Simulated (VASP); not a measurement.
# Ge (Fd-3m) in VASP: a series of runs

The runs below take Ge through single point, with PBEsol.

Everything below comes from runs of VASP 6.6.1. Logs are shortened: lines on timing, memory, paths and dates and some standing lists are left out, and cuts for length are marked.

### Step 1. The undisturbed crystal

Symmetry: Fd-3m, No. 227, cubic system. Conventional cell: a = 5.658 Å, b = 5.658 Å, c = 5.658 Å, α = 90.00°, β = 90.00°, γ = 90.00°. Ge (site symmetry -43m) has 4 Ge at 2.45 Å as nearest neighbours.

### Step 2. Single point, PBEsol (grid = ENCUT=250 dk=0.45 cell=3x3x2 ISMEAR=0 SIGMA=0.05 LREAL=Auto EDIFF=1e-06)

Contents of INCAR:

```
SYSTEM = Ge
PREC = Accurate ; ENCUT = 250
EDIFF = 1E-6 ; ISMEAR = 0
SIGMA = 0.05 ; LREAL = Auto
LASPH = .TRUE. ; NELM = 120
ALGO = Fast ; ISIF = 2
LWAVE = .FALSE. ; LCHARG = .FALSE.
GGA = PS ; NBANDS = 264
NCORE = 1 ; KPAR = 2
```

Contents of KPOINTS:

```
Automatic mesh
0
G
  2 2 3
  0 0 0
```

Contents of POSCAR:

```
Ge
1.0
    0.0000000000      8.4867300000      8.4867300000
    8.4867300000      0.0000000000      8.4867300000
    5.6578200000      5.6578200000      0.0000000000
Ge
36
Direct
    0.2500000000      0.2500000000      0.3750000000
    0.2500000000      0.2500000000      0.8750000000
    0.2500000000      0.5833333333      0.3750000000
    0.2500000000      0.5833333333      0.8750000000
    0.2500000000      0.9166666667      0.3750000000
    0.2500000000      0.9166666667      0.8750000000
    0.5833333333      0.2500000000      0.3750000000
    0.5833333333      0.2500000000      0.8750000000
    0.5833333333      0.5833333333      0.3750000000
    0.5833333333      0.5833333333      0.8750000000
    0.5833333333      0.9166666667      0.3750000000
    0.5833333333      0.9166666667      0.8750000000
    0.9166666667      0.2500000000      0.3750000000
    0.9166666667      0.2500000000      0.8750000000
    0.9166666667      0.5833333333      0.3750000000
    0.9166666667      0.5833333333      0.8750000000
    0.9166666667      0.9166666667      0.3750000000
    0.9166666667      0.9166666667      0.8750000000
    0.1666666667      0.1666666667      0.2500000000
    0.1666666667      0.1666666667      0.7500000000
    0.1666666667      0.5000000000      0.2500000000
    0.1666666667      0.5000000000      0.7500000000
    0.1666666667      0.8333333333      0.2500000000
    0.1666666667      0.8333333333      0.7500000000
    0.5000000000      0.1666666667      0.2500000000
    0.5000000000      0.1666666667      0.7500000000
    0.5000000000      0.5000000000      0.2500000000
    0.5000000000      0.5000000000      0.7500000000
    0.5000000000      0.8333333333      0.2500000000
    0.5000000000      0.8333333333      0.7500000000
    0.8333333333      0.1666666667      0.2500000000
    0.8333333333      0.1666666667      0.7500000000
    0.8333333333      0.5000000000      0.2500000000
    0.8333333333      0.5000000000      0.7500000000
    0.8333333333      0.8333333333      0.2500000000
    0.8333333333      0.8333333333      0.7500000000
```

Potentials or basis: VASP PAW PBE potentials, release 64 (Ge_d).

Run with:

```console
> cat potpaw_PBE.64/Ge_d/POTCAR > POTCAR
> mpirun -np 4 vasp_std > vasp.out
```

OUTCAR:

```text
SYSTEM = Ge
   PREC = Accurate
   ENCUT = 250
   EDIFF = 1E-6
   ISMEAR = 0
   LREAL = Auto
   LASPH = .TRUE.
   NELM = 120
   ISIF = 2
   GGA = PS

 Found      6 irreducible k-points:

 Following reciprocal coordinates:
            Coordinates               Weight
  0.000000  0.000000  0.000000      1.000000
  0.500000  0.000000  0.000000      2.000000
  0.500000  0.500000  0.000000      1.000000
  0.000000  0.000000  0.333333      2.000000
  0.500000  0.000000  0.333333      4.000000
  0.500000  0.500000  0.333333      2.000000
   k-points           NKPTS =      6   k-points in BZ     NKDIM =      6   number of bands    NBANDS=    264
   number of dos      NEDOS =    301   number of ions     NIONS =     36
   total plane-waves  NPLWV = 172032
   dimension x,y,z NGX =    64 NGY =   64 NGZ =   42
   dimension x,y,z NGXF=   128 NGYF=  128 NGZF=   84
   ions per type =              36
   NGX,Y,Z   is equivalent  to a cutoff of   8.86,  8.86,  8.73 a.u.
   NGXF,Y,Z  is equivalent  to a cutoff of  17.73, 17.73, 17.45 a.u.
 SYSTEM =  Ge
   PREC   = accura    normal or accurate (medium, high low for compatibility)
   ISTART =      0    job   : 0-new  1-cont  2-samecut
   ICHARG =      2    charge: 1-file 2-atom 10-const
   ISPIN  =      1    spin polarized calculation?
   LNONCOLLINEAR =      F non collinear calculations
   LSORBIT =      F    spin-orbit coupling
   LASPH  =      T    aspherical Exc in radial PAW
   ENCUT  =  250.0 eV  18.37 Ry    4.29 a.u.  15.47 15.47 10.32*2*pi/ulx,y,z
   NELM   =    120;   NELMIN=  2; NELMDL= -5     # of ELM steps
   EDIFF  = 0.1E-05   stopping-criterion for ELM
   LREAL  =      T    real-space projection
   EDIFFG = 0.1E-04   stopping-criterion for IOM
   NSW    =      0    number of steps for IOM
   IBRION =     -1    ionic relax: 0-MD 1-quasi-New 2-CG
   NFREE  =      0    steps in history (QN), initial steepest desc. (CG)
   ISIF   =      2    stress and relaxation
   ISYM   =      2    0-nonsym 1-usesym 2-fastsym
   POTIM  = 0.5000    time-step for ionic-motion
   TEBEG  =    0.0;   TEEND  =   0.0 temperature during run
   PSTRESS=    0.0 pullay stress
   NELECT =     504.0000    total number of electrons
   NUPDOWN=      -1.0000    fix difference up-down
   EMIN   =  10.00;   EMAX   =-10.00  energy-range for DOS
   EFERMI =   0.00;   METHOD = LEGACY
   ISMEAR =     0;   SIGMA  =   0.05  broadening in eV -4-tet -1-fermi 0-gaus
   EFERMI_NEDOS =   21; number of points for ismear=-14 and -15
   IALGO  =     68    algorithm
   IMIX   =      4    mixing-type and parameters
     AMIX     =   0.40;   BMIX     =  1.00
     AMIX_MAG =   1.60;   BMIX_MAG =  1.00
  volume/ion in A,a.u.               =      22.64       152.78
  Fermi-wavevector in a.u.,A,eV,Ry     =   1.394756  2.635708 26.468033  1.945346
  Thomas-Fermi vector in A             =   2.518275
   LORBIT       =      0    0 simple, 1 ext, 2 COOP (PROOUT), +10 PAW based schemes
   GGA     = PS    functional components
   LHFCALC =     F    Hartree Fock is set to
   AEXX    =    0.0000 exact exchange contribution
   IVDW    =     0    specifies the selected vdW correction
   LEPSILON=     F    determine dielectric tensor
   LRPA    =     F    only Hartree local field effects (RPA)
 non-spin polarized calculation
 RMM-DIIS sequential band-by-band and
 Gauss-broadening in eV      SIGMA  =   0.05
  energy-cutoff  :      250.00
  volume of cell :      815.00
 maximum number of plane-waves:      7345
 NGX is ok and might be reduce to    64
   NGX = 31   NGY = 31   NGZ = 21

 number of electron     504.0000005 magnetization

 Free energy of the ion-electron system (eV)
  ---------------------------------------------------
  ext. energy  EPLUGINS =         0.00000000
  ---------------------------------------------------
  free energy    TOTEN  =      -173.69205153 eV

  energy without entropy =     -173.68448598  energy(sigma->0) =     -173.68826876

 E-fermi :   4.8790     XC(G=0): -10.1202

 val. band max:        4.8605701590   @ k =   0.0000   0.0000   0.0000
 cond. band min:       4.9725719189   @ k =   0.5000   0.5000   0.0000
 fundamental gap:      0.1120017599
 Fermi energy:         4.8789696846

 k-point     1 :       0.0000    0.0000    0.0000
  band No.  band energies     occupation
      1     -20.1286      2.00000
      2     -20.1286      2.00000
      3     -20.1267      2.00000
      4     -20.1267      2.00000
      5     -20.1258      2.00000
      6     -20.1258      2.00000
[... 256 lines left out ...]
    263       5.8233      0.00000
    264       6.0879      0.00000

 k-point     2 :       0.5000    0.0000    0.0000
  band No.  band energies     occupation
      1     -20.1299      2.00000
      2     -20.1299      2.00000
      3     -20.1299      2.00000
      4     -20.1299      2.00000
      5     -20.1278      2.00000
      6     -20.1278      2.00000
[... 256 lines left out ...]
    263       6.5273      0.00000
    264       6.5620      0.00000

 k-point     3 :       0.5000    0.5000    0.0000
  band No.  band energies     occupation
      1     -20.1299      2.00000
      2     -20.1299      2.00000
      3     -20.1299      2.00000
      4     -20.1299      2.00000
      5     -20.1286      2.00000
      6     -20.1286      2.00000
[... 256 lines left out ...]
    263       6.4555      0.00000
    264       6.5296      0.00000

 k-point     4 :       0.0000    0.0000    0.3333
  band No.  band energies     occupation
      1     -20.1286      2.00000
      2     -20.1286      2.00000
      3     -20.1267      2.00000
      4     -20.1267      2.00000
      5     -20.1258      2.00000
      6     -20.1250      2.00000
[... 256 lines left out ...]
    263       6.4654      0.00000
    264       6.6414      0.00000

 k-point     5 :       0.5000    0.0000    0.3333
  band No.  band energies     occupation
      1     -20.1299      2.00000
      2     -20.1299      2.00000
      3     -20.1287      2.00000
      4     -20.1287      2.00000
      5     -20.1286      2.00000
      6     -20.1278      2.00000
[... 256 lines left out ...]
    263       7.4449      0.00000
    264       7.5227      0.00000

 k-point     6 :       0.5000    0.5000    0.3333
  band No.  band energies     occupation
      1     -20.1299      2.00000
      2     -20.1299      2.00000
      3     -20.1286      2.00000
      4     -20.1286      2.00000
      5     -20.1278      2.00000
      6     -20.1278      2.00000
[... 256 lines left out ...]
    263       7.4897      0.00000
    264       7.5132      0.00000

------------------------ aborting loop because EDIFF is reached ----------------------------------------

  FORCE on cell =-STRESS in cart. coord.  units (eV):
  Direction    XX          YY          ZZ          XY          YZ          ZX
  --------------------------------------------------------------------------------------
  -------------------------------------------------------------------------------------
  Total      -95.1760618    -95.1760618    -95.1756164      0.0065231     -0.0020094     -0.0020097
  in kB     -187.1019956   -187.1019956   -187.1011200      0.0128234     -0.0039501     -0.0039507
  external PRESSURE =    -187.1017037 kB  Pullay stress =       0.0000000 kB

 VOLUME and BASIS-vectors are now :
 -----------------------------------------------------------------------------
  energy-cutoff  :      250.00
  volume of cell :      815.00
      direct lattice vectors                 reciprocal lattice vectors
     0.000000000  8.486730000  8.486730000    -0.058915507  0.058915507  0.058915507
     8.486730000  0.000000000  8.486730000     0.058915507 -0.058915507  0.058915507
     5.657820000  5.657820000  0.000000000     0.088373260  0.088373260 -0.088373260

 POSITION                                       TOTAL-FORCE (eV/Angst)
 -----------------------------------------------------------------------------------
      4.24336      4.24336      4.24336        -0.000056     -0.000056      0.000084
      7.07227      7.07227      4.24336        -0.000056     -0.000056      0.000084
      7.07227      4.24336      7.07227        -0.000056     -0.000056      0.000084
      9.90118      7.07227      7.07227        -0.000056     -0.000056      0.000084
      9.90119      4.24336      9.90119        -0.000056     -0.000056      0.000084
     12.73010      7.07227      9.90119        -0.000056     -0.000056      0.000084
[... 28 lines left out ...]
      8.48673      8.48673     14.14455         0.000056      0.000056     -0.000084
     11.31564     11.31564     14.14455         0.000056      0.000056     -0.000084
 -----------------------------------------------------------------------------------
    total drift:                               -0.001883     -0.001883      0.001817

  FREE ENERGIE OF THE ION-ELECTRON SYSTEM (eV)
  ---------------------------------------------------
  free  energy   TOTEN  =      -173.6920515329 eV

  energy  without entropy=     -173.6844859822  energy(sigma->0) =     -173.68826876
```

Run time: 15 min. Hardware: 4 MPI ranks of Intel Xeon Platinum 8259CL at 2.50GHz (Skylake/Cascade Lake), shared host; peak memory 0.44 GiB.

The run converged, but a check on its numbers failed (symmetry, net force, bounds or a known fault of this set-up), so they aren't taken as properties of the crystal.

Caveat: the cutoff lies under the usual one of these potentials, so the numbers hold a large basis-set error; the PAW data sets were made with another functional, which shifts forces and pressure a little.

### Step 3. Single point, PBEsol (grid = ENCUT=350 dk=0.45 cell=3x3x2 ISMEAR=0 SIGMA=0.05 LREAL=Auto EDIFF=1e-06)

Changes to INCAR since step 2:

```diff
@@ -1,3 +1,3 @@
 SYSTEM = Ge
-PREC = Accurate ; ENCUT = 250
+PREC = Accurate ; ENCUT = 350
 EDIFF = 1E-6 ; ISMEAR = 0
```

KPOINTS is that of step 2.

POSCAR is that of step 2.

Potentials or basis: VASP PAW PBE potentials, release 64 (Ge_d).

Run with:

```console
> cat potpaw_PBE.64/Ge_d/POTCAR > POTCAR
> mpirun -np 4 vasp_std > vasp.out
```

Wall time 18 min (4 MPI ranks of Intel Xeon Platinum 8259CL at 2.50GHz (Skylake/Cascade Lake), shared host); peak memory 0.62 GiB.

These settings aren't checked as converged: the numbers below hold their error.

Results:

* Free energy: -176.9385 eV
* Band gap on the k mesh: none (metal or under the smearing width)

Caveat: the cutoff is under 1.25 times the usual one of these potentials, so pressure, stress and relaxed cells hold a basis-set (Pulay) error; the PAW data sets were made with another functional, which shifts forces and pressure a little.

### Step 4. Single point, PBEsol (grid = ENCUT=350 dk=0.45 cell=3x3x2 ISMEAR=0 SIGMA=0.2 LREAL=Auto EDIFF=1e-06)

Changes to INCAR since step 3:

```diff
@@ -3,3 +3,3 @@
 EDIFF = 1E-6 ; ISMEAR = 0
-SIGMA = 0.05 ; LREAL = Auto
+SIGMA = 0.2 ; LREAL = Auto
 LASPH = .TRUE. ; NELM = 120
```

KPOINTS is that of step 3.

POSCAR is that of step 3.

Run with:

```console
> cat potpaw_PBE.64/Ge_d/POTCAR > POTCAR
> mpirun -np 4 vasp_std > vasp.out
```

It took 18 min on 4 MPI ranks of Intel Xeon Platinum 8259CL at 2.50GHz (Skylake/Cascade Lake), shared host; peak memory 0.63 GiB.

These settings aren't checked as converged: the numbers below hold their error.

Results:

* Free energy: -176.9789 eV
* Band gap on the k mesh: none (metal or under the smearing width)

Caveat: the cutoff is under 1.25 times the usual one of these potentials, so pressure, stress and relaxed cells hold a basis-set (Pulay) error; the PAW data sets were made with another functional, which shifts forces and pressure a little.

### Step 5. Single point, PBEsol (grid = ENCUT=350 dk=0.45 cell=3x3x2 ISMEAR=0 SIGMA=0.05 LREAL=Auto EDIFF=0.0001)

Contents of INCAR:

```
SYSTEM = Ge
PREC = Accurate ; ENCUT = 350
EDIFF = 1E-4 ; ISMEAR = 0
SIGMA = 0.05 ; LREAL = Auto
LASPH = .TRUE. ; NELM = 120
ALGO = Fast ; ISIF = 2
LWAVE = .FALSE. ; LCHARG = .FALSE.
GGA = PS ; NBANDS = 264
NCORE = 1 ; KPAR = 2
```

KPOINTS is that of step 4.

POSCAR is that of step 4.

Run with:

```console
> cat potpaw_PBE.64/Ge_d/POTCAR > POTCAR
> mpirun -np 4 vasp_std > vasp.out
```

Run time: 11 min. Hardware: 4 MPI ranks of Intel Xeon Platinum 8259CL at 2.50GHz (Skylake/Cascade Lake), shared host; peak memory 0.61 GiB.

These settings aren't checked as converged: the numbers below hold their error.

Results:

* Free energy: -176.9382 eV
* Band gap on the k mesh: none (metal or under the smearing width)

Caveat: the cutoff is under 1.25 times the usual one of these potentials, so pressure, stress and relaxed cells hold a basis-set (Pulay) error; the PAW data sets were made with another functional, which shifts forces and pressure a little.
